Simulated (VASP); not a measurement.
Al2O3:

```
Al O
1.0
     2.88432    0.00000    0.00000
    -1.44216    2.49790    0.00000
     0.00000    0.00000    9.33675
Al O
2 3
Direct
  0.00000 0.00000 0.85001
  0.00000 0.00000 0.14999
  0.33333 0.66667 0.77768
  0.66667 0.33333 0.00000
  0.33333 0.66667 0.22232
```

Measurements of this composition are mostly on another form, of space group No. 167.

* Program: VASP 6.6.1
* Task: relaxation of cell and atoms
* Functional: PBE
* Potentials or basis: VASP PAW PBE potentials, release 64 (Al, O)
* Cutoff: 600 eV
* k mesh: 8 × 8 × 3
* Occupations: fermi-dirac, width 0.05 eV
* Spin: no spin polarisation

At the start: pressure -0.1 GPa; volume 13.45 Å³/atom.

Q: How do energy, volume and symmetry change on relaxing?

A: Over 35 steps the energy falls by 4.1 meV/atom and the volume is 11.47 Å³/atom (-14.8 %); space group P-6m2 (No. 187, to 0.05 Å).

Step by step:
```csv
step,energy change (eV),largest force (eV/Å),pressure (GPa),volume (Å³)
1,0.0000,0.0105,-0.14,67.27
2,-0.0001,0.0210,0.07,67.16
3,-0.0001,0.0197,0.04,67.16
4,-0.0002,0.0241,-0.03,67.14
5,-0.0003,0.0456,-0.21,67.09
6,-0.0003,0.0533,-0.30,67.06
7,-0.0004,0.0526,-0.28,67.06
8,-0.0004,0.0507,-0.29,67.04
9,-0.0005,0.0462,-0.30,66.99
10,-0.0007,0.0382,-0.28,66.91
11,-0.0010,0.0343,-0.31,66.74
12,-0.0015,0.0653,-0.30,66.41
13,-0.0020,0.1307,-0.31,65.74
14,-0.0023,0.1318,-0.27,65.65
15,-0.0029,0.1316,-0.27,65.39
16,-0.0043,0.1350,-0.19,64.86
17,-0.0069,0.1430,0.04,63.82
18,-0.0112,0.1735,0.56,61.73
19,-0.0111,0.2823,2.32,57.59
20,-0.0117,0.2739,2.24,57.41
21,-0.0133,0.2414,2.13,56.85
22,-0.0145,0.1844,1.94,55.74
23,-0.0143,0.1601,1.90,55.29
24,-0.0144,0.1678,1.93,55.46
25,-0.0154,0.1521,1.70,55.62
26,-0.0178,0.1041,1.06,56.12
27,-0.0196,0.0767,-0.15,57.12
28,-0.0196,0.0790,-0.25,57.20
29,-0.0200,0.0426,-0.23,57.25
30,-0.0203,0.0285,-0.14,57.35
31,-0.0203,0.0350,-0.10,57.36
32,-0.0203,0.0424,-0.09,57.37
33,-0.0203,0.0387,-0.11,57.36
34,-0.0204,0.0254,-0.07,57.35
35,-0.0205,0.0005,-0.01,57.33
```

Final structure:
```xyz
5
Lattice="2.8834 0.0000 0.0000 -1.4417 2.4971 0.0000 0.0000 0.0000 7.9630" Properties=species:S:1:pos:R:3 pbc="T T T"
Al    0.0000    0.0000    6.5629
Al    0.0000    0.0000    1.4001
O     0.0000    1.6647    5.8869
O     1.4417    0.8324    0.0000
O     0.0000    1.6647    2.0761
```
